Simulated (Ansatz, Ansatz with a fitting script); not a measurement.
# SiC (F-43m): the order of polymorphs from LDA to RPA

Wanted: the order of polymorphs of SiC (F-43m), rung by rung, with cost.

Program: Ansatz 0.2.0. Level of theory: density functionals and EXX+RPA, plane waves. Results are calculated unless marked as measured.

## 1. The structure

It takes space group F-43m (No. 216, cubic). The conventional cell has a = 4.328 Å, b = 4.328 Å, c = 4.328 Å, α = 90.00°, β = 90.00°, γ = 90.00°. Nearest to Si lie 4 C at 1.87 Å. Nearest to C lie 4 Si at 1.87 Å. Farther neighbours are not listed.

The structure was relaxed with LDA. The runs that relaxed it are not among those shown. The program's search for lower electronic states was switched off, so nothing shows that the state found is the lowest.

## 2. Energy LDA (polymorph F-43m)

This step: DFT, LDA, plane waves, PAW.

Input file input.yaml:

```yaml
crystal:
  lattice:
    - [0.0, 2.1642378442, 2.1642378442]
    - [2.1642378442, 0.0, 2.1642378442]
    - [2.1642378442, 2.1642378442, 0.0]
  atoms:
    - { symbol: Si, position: [0.0, 0.0, 0.0] }
    - { symbol: C, position: [0.25, 0.25, 0.25] }
kpoints:
  mp_grid: { grid: [10, 10, 10] }
hamiltonian:
  xc: lda
  pseudopotentials: { kind: paw, source: ansatz }
scf:
  occupations: { method: fixed }
  n_extra_bands: 4
  lower_state_search: "off"
  convergence: { dr2_threshold: 1.0e-09 }
output:
  eigenvalues: true
```

On the command line:

```sh
ansatz run input.yaml --threads 4 --pin off --max-ram 18432MiB --backend cpu --events-out ev --progress --plain --runs-dir out
```

Numbers of over 12 decimals in the logs are rounded to 6 here.

Output:

```text
scf.n_extra_bands = 4 over 4 filled bands (N_el = 8.0): the run solves 8 bands
Engine: ansatz 0.2.0, aarch64-unknown-linux-gnu
Pseudopotentials: kind: paw
Pseudopotential: Si, paw, valence charge 4, recommended cutoff 460 eV (normal), Si.paw.azcp
Pseudopotential: C, paw, valence charge 4, recommended cutoff 820 eV (normal), C.paw.azcp
Functional definition: SPW92
  exchange = slater_x
  correlation = pw_c
Crystal: 2 atoms, lattice volume = 20.274 Å³
Basis set: ecut = 820 eV, 1067 PW (Γ)
Bands: 8, of which v1, the nominal top of the filled ones, is band 4 counted from 1 (3 counted from 0)
Symmetry: 24 space group operations
Space group: F-43m (ITA 216), of the structure as read, at distance tolerance 2.7e-5 Å
k-points: 47 of 1000 (time reversal used)
Non-local potential: Si, projectors of the file, l = 0: 2, l = 1: 3, l = 2: 1
Non-local potential: C, projectors of the file, l = 0: 2, l = 1: 2
PAW form: soft (Blöchl's): semilocal exchange-correlation on the pseudo side does not see the compensation charge
PAW frozen core: Si, regenerated for the run's functional, and the local potential with it (the file was generated under x = pbe(κ = 0.804, μ = 0.219515), c = pbe(β = 0.066725))
PAW frozen core: C, regenerated for the run's functional, and the local potential with it (the file was generated under x = pbe(κ = 0.804, μ = 0.219515), c = pbe(β = 0.066725))
PAW one-centre angular grid: Si, 110 points (default); XC on 64 Gauss nodes
PAW one-centre angular grid: C, 110 points (default); XC on 64 Gauss nodes
Initial density: superposition of atomic densities (chi_scale 0.1, normalization cell, long waves kept (reshape's long-wave potential 0.00 eV rms))
Initial wavefunctions: pseudopotential atomic-orbital guess
Functional: x = slater, c = lda
SCF iter   1: F=—  HF=-853.769774 eV  |F-HF|=—  |Δ(HF+E_count)|=         —  Δρ=1.43e-1  dr2=4.97e0  ethr=3.10e-3  ⟨swp⟩=5.1  Hψ=2699  notcnv=0  defer=85
preconditioner: auto → none  [insulator: Δε(μ)=3.380 eV  Ē_g=14.859 eV  n_scr=0 (ndim 8)  ℏωp=23.3 eV  f_vac=0.000  ε∞_Penn≈3.5]
SCF iter   2: F=—  HF=-852.244692 eV  |F-HF|=—  |Δ(HF+E_count)|=    1.53e0  Δρ=5.06e-2  dr2=3.41e-1  ethr=3.10e-3  ⟨swp⟩=3.1  Hψ=1255  notcnv=0  defer=80
SCF iter   3: F=—  HF=-852.140755 eV  |F-HF|=—  |Δ(HF+E_count)|=   1.04e-1  Δρ=1.90e-2  dr2=3.82e-2  ethr=3.10e-3  ⟨swp⟩=2.2  Hψ=705  notcnv=0  defer=85
SCF iter   4: F=—  HF=-852.131119 eV  |F-HF|=—  |Δ(HF+E_count)|=   9.64e-3  Δρ=1.32e-3  dr2=1.80e-4  ethr=4.77e-4  ⟨swp⟩=2.0  Hψ=475  notcnv=0  defer=87
SCF iter   5: F=—  HF=-852.131166 eV  |F-HF|=—  |Δ(HF+E_count)|=   4.71e-5  Δρ=1.95e-4  dr2=3.17e-6  ethr=2.26e-6  ⟨swp⟩=2.3  Hψ=559  notcnv=0  defer=87
SCF iter   6: F=—  HF=-852.131165 eV  |F-HF|=—  |Δ(HF+E_count)|=   6.66e-7  Δρ=4.06e-5  dr2=2.60e-7  ethr=3.96e-8  ⟨swp⟩=2.2  Hψ=546  notcnv=0  defer=10
SCF iter   7: F=—  HF=-852.131163 eV  |F-HF|=—  |Δ(HF+E_count)|=   2.36e-6  Δρ=7.45e-6  dr2=8.06e-9  ethr=3.25e-9  ⟨swp⟩=2.3  Hψ=548  notcnv=0  defer=1
SCF iter   8: F=-852.131163 eV  HF=-852.131163 eV  |F-HF|=1.48e-12  |Δ(HF+E_count)|=   2.36e-9  Δρ=2.54e-7  dr2=4.33e-12  ethr=1.25e-11  ⟨swp⟩=4.8  Hψ=1878  notcnv=0
SCF 1 converged in 8 iterations: F = -852.131163 eV  dr2 = 4.33e-12
[...]
SCF converged after 8 iterations
Free energy (F): -852.131163 eV
Harris-Foulkes:  -852.131163 eV  (|F-HF|=1.48e-12)
Internal energy: -852.131163 eV  (E = F + TS)
E sigma→0 (E₀):  -852.131163 eV
Fermi energy:    9.529649 eV
--- Per-component energies (eV) ---
  E_band       = 28.875287
  E_kinetic    = 151.692051
  E_local      = -111.322188  (includes V_loc(G=0)·N_el)
  E_nonlocal   = 45.302153
  E_hartree    = 31.243578
  E_xc         = -112.449515
  E_vxc        = -110.515516  (∫ρ·V_xc dr)
  E_paw        = -570.018288  (= ΣΔE_a)
  E_vpaw       = -8.768375  (= ΣTr[D̂ρ^β])
  E_aug_tail   = -0.000005  (compensation charges beyond the density's cutoff)
  E_ewald      = -286.726276
  E_core_change = 0.147327  (= ΣΔE_core)
  E_smearing   = -0.000000  (= −TS)
  E_closure    = 0.000000  (closes the sum)
  Σ components = -852.131163   (vs F -852.131163, Δ=0.00e0)
--- Band table (eV; the first three rows and the last of 47) ---
  k-point 0: bands = ["-5.9557", "9.5296", "9.5296", "9.5296", "16.0405", "16.8657", "16.8657", "16.8657"]
  k-point 1: bands = ["-5.7564", "8.5273", "9.3942", "9.3942", "16.2183", "17.1111", "17.1111", "17.1956"]
  k-point 2: bands = ["-5.1668", "6.3971", "9.0839", "9.0839", "15.8627", "17.4684", "17.4684", "18.4127"]
  k-point 46: bands = ["-0.5288", "2.3396", "4.6212", "4.8557", "14.1816", "17.5920", "19.6431", "20.7612"]
```

The job ended after 0.62 s (4 threads of Arm Neoverse V1, shared host; peak memory 0.27 GiB; 2.1 s of CPU time).

Reading the cycles: dr2 is the Hartree energy of the density residual (eV), the measure of convergence; HF is the Harris–Foulkes estimate of the energy, which meets the free energy F at convergence.

Total energy -852.1312 eV.

## 3. Energy PBE (polymorph F-43m)

This step: DFT, PBE, plane waves, PAW.

input.yaml, as its differences from that of step 2:

```diff
@@ -11,3 +11,3 @@
 hamiltonian:
-  xc: lda
+  xc: pbe
   pseudopotentials: { kind: paw, source: ansatz }
```

Output:

```text
[...]
Crystal: 2 atoms, lattice volume = 20.274 Å³
Basis set: ecut = 820 eV, 1067 PW (Γ)
Bands: 8, of which v1, the nominal top of the filled ones, is band 4 counted from 1 (3 counted from 0)
Symmetry: 24 space group operations
[...]
k-points: 47 of 1000 (time reversal used)
[...]
SCF iter   1: F=—  HF=-888.639138 eV  |F-HF|=—  |Δ(HF+E_count)|=         —  Δρ=1.44e-1  dr2=5.04e0  ethr=3.10e-3  ⟨swp⟩=5.2  Hψ=2690  notcnv=0  defer=85
[...]
SCF iter   8: F=-887.056665 eV  HF=-887.056665 eV  |F-HF|=7.73e-12  |Δ(HF+E_count)|=   2.38e-9  Δρ=3.63e-7  dr2=1.35e-11  ethr=1.25e-11  ⟨swp⟩=4.7  Hψ=1859  notcnv=0
SCF 1 converged in 8 iterations: F = -887.056665 eV  dr2 = 1.35e-11
[...]
SCF converged after 8 iterations
Free energy (F): -887.056665 eV
[...]
Internal energy: -887.056665 eV  (E = F + TS)
E sigma→0 (E₀):  -887.056665 eV
Fermi energy:    9.765762 eV
[...]
--- Band table (eV; the first three rows and the last of 47) ---
[...]
```

Wall time 0.63 s (4 threads); peak memory 0.27 GiB; 2.1 s of CPU time.

Total energy -887.0567 eV.

## 4. Energy PBE-D3(BJ) (polymorph F-43m)

This step: DFT, PBE with D3(BJ) dispersion, plane waves, PAW.

input.yaml, as its differences from that of step 3:

```diff
@@ -13,2 +13,3 @@
   pseudopotentials: { kind: paw, source: ansatz }
+  dispersion: d3bj
 scf:
```

Output:

```text
[...]
Crystal: 2 atoms, lattice volume = 20.274 Å³
Basis set: ecut = 820 eV, 1067 PW (Γ)
Bands: 8, of which v1, the nominal top of the filled ones, is band 4 counted from 1 (3 counted from 0)
Symmetry: 24 space group operations
[...]
k-points: 47 of 1000 (time reversal used)
[...]
SCF iter   1: F=—  HF=-889.253910 eV  |F-HF|=—  |Δ(HF+E_count)|=         —  Δρ=1.44e-1  dr2=5.04e0  ethr=3.10e-3  ⟨swp⟩=5.2  Hψ=2690  notcnv=0  defer=85
[...]
SCF iter   8: F=-887.671437 eV  HF=-887.671437 eV  |F-HF|=7.73e-12  |Δ(HF+E_count)|=   2.38e-9  Δρ=3.63e-7  dr2=1.35e-11  ethr=1.25e-11  ⟨swp⟩=4.7  Hψ=1859  notcnv=0
SCF 1 converged in 8 iterations: F = -887.671437 eV  dr2 = 1.35e-11
[...]
SCF converged after 8 iterations
Free energy (F): -887.671437 eV
[...]
Internal energy: -887.671437 eV  (E = F + TS)
E sigma→0 (E₀):  -887.671437 eV
Fermi energy:    9.765762 eV
[...]
--- Band table (eV; the first three rows and the last of 47) ---
[...]
```

It took 0.63 s on 4 threads; peak memory 0.28 GiB.

Total energy -887.6714 eV.

## 5. Energy HSE06 (polymorph F-43m)

HSE06 mixes in a quarter of exact exchange at short range. Exchange couples all pairs of k points, which makes a full band path dear, so levels are read on the mesh and at chosen points.

This step: DFT, HSE06, plane waves, PAW.

input.yaml, as its differences from that of step 4:

```diff
@@ -9,7 +9,6 @@
 kpoints:
-  mp_grid: { grid: [10, 10, 10] }
+  mp_grid: { grid: [6, 6, 6] }
 hamiltonian:
-  xc: pbe
+  xc: hse06
   pseudopotentials: { kind: paw, source: ansatz }
-  dispersion: d3bj
 scf:
```

Output:

```text
[...]
davidson cushion auto → on  (no smearing: the cushion is to keep the highest requested band from converging to the state above it; pin scf.eigensolver.cushion to override)
Crystal: 2 atoms, lattice volume = 20.274 Å³
Basis set: ecut = 820 eV, 1067 PW (Γ)
Bands: 8, of which v1, the nominal top of the filled ones, is band 4 counted from 1 (3 counted from 0)
Symmetry: 24 space group operations
[...]
k-points: 16 of 216 (time reversal used)
[...]
Stability not checked: this state was not tested for a lower state beside it, because the functional holds exact exchange (a hybrid, or Hartree-Fock), whose exchange loop this test does not read (fock_operator; see scf.lower_state_search)
Free energy (F): -887.686309 eV
Frozen-core exchange: fock
[...]
Internal energy: -887.686309 eV  (E = F + TS)
E sigma→0 (E₀):  -887.686309 eV
Fermi energy:    9.160904 eV
[...]
--- Band table (eV; the first three rows and the last of 16) ---
[...]
```

Run time: 4.8 s. Hardware: 4 threads; peak memory 0.97 GiB.

Total energy -887.6863 eV.

## 6. Energy HSE06-D3(BJ) (polymorph F-43m)

This step: DFT, HSE06 with D3(BJ) dispersion, plane waves, PAW.

input.yaml, as its differences from that of step 5:

```diff
@@ -13,2 +13,3 @@
   pseudopotentials: { kind: paw, source: ansatz }
+  dispersion: d3bj
 scf:
```

Output:

```text
[...]
Crystal: 2 atoms, lattice volume = 20.274 Å³
Basis set: ecut = 820 eV, 1067 PW (Γ)
Bands: 8, of which v1, the nominal top of the filled ones, is band 4 counted from 1 (3 counted from 0)
Symmetry: 24 space group operations
[...]
k-points: 16 of 216 (time reversal used)
[...]
SCF iter   1: F=—  HF=-889.299385 eV  |F-HF|=—  |Δ(HF+E_count)|=         —  Δρ=1.45e-1  dr2=5.07e0  ethr=1.00e-1  ⟨swp⟩=4.5  Hψ=512  notcnv=0
[...]
SCF iter   2: F=-888.350940 eV  HF=-888.350940 eV  |F-HF|=3.50e-10  |Δ(HF+E_count)|=   8.35e-9  Δρ=3.39e-6  dr2=8.22e-10  ethr=4.45e-12  ⟨swp⟩=3.2  Hψ=835  notcnv=0
SCF 3 converged in 2 iterations: F = -888.350940 eV  dr2 = 8.22e-10
[...]
Free energy (F): -888.350940 eV
Frozen-core exchange: fock
[...]
Internal energy: -888.350940 eV  (E = F + TS)
E sigma→0 (E₀):  -888.350940 eV
Fermi energy:    9.160904 eV
[...]
--- Band table (eV; the first three rows and the last of 16) ---
[...]
```

The job ended after 4.8 s (4 threads; peak memory 0.97 GiB; 17 s of CPU time).

Total energy -888.3509 eV.

(Continued in part 2 of 2.)

[Paths, hosts, dates, memory and timing lines, banners, echoed tables and standing remarks are left out of the program output.]

[Logs are printed without paths, hosts, clocks, repeated set-up lines and the standing remarks that a program may print on its own settings, such as how far it seeks lower states.]

[Runs of the session that timed out or met a known fault of the program may be left out.]

[Hosts, paths, dates, database ids (printed as entryN), source tags and the programs' standing remarks are cut or masked in the printed files.]
